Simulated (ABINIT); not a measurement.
SrCl2:

```
Sr Cl
1.0
     0.00000    3.48835    3.48835
     3.48835    0.00000    3.48835
     3.48835    3.48835    0.00000
Sr Cl
1 2
Direct
  0.00000 0.00000 0.00000
  0.75000 0.75000 0.75000
  0.25000 0.25000 0.25000
```

```yaml
Program: ABINIT 10.8.3 (patched build)
Task: relaxation of cell and atoms
Functional: LDA
Potentials_or_basis: PseudoDojo NC SR LDA v0.4.1 standard
Cutoff: 925 eV
k_mesh: 5 × 5 × 5
Occupations: fermi-dirac, width 0.05 eV
Spin: no spin polarisation
```

At the start: pressure -2.9 GPa; volume 28.30 Å³/atom.

Problem. How do energy, volume and symmetry change on relaxing?

Solution. Over 5 steps the energy falls by 20.2 meV/atom and the volume is 26.19 Å³/atom (-7.4 %); space group Fm-3m (No. 225, to 0.05 Å).

Step by step:
```tsv
step	energy change (eV)	largest force (eV/Å)	pressure (GPa)	volume (Å³)
1	0.0000	0.0000	-2.86	84.90
2	-0.0126	0.0000	-2.59	84.15
3	-0.0599	0.0000	0.39	77.90
4	-0.0607	0.0000	-0.04	78.64
5	-0.0607	0.0000	0.00	78.57
```

Final structure:
```
CELL_PARAMETERS angstrom
0.00000 3.39952 3.39952
3.39952 0.00000 3.39952
3.39952 3.39952 0.00000
ATOMIC_POSITIONS crystal
Sr 0.00000 0.00000 0.00000
Cl 0.75000 0.75000 0.75000
Cl 0.25000 0.25000 0.25000
```
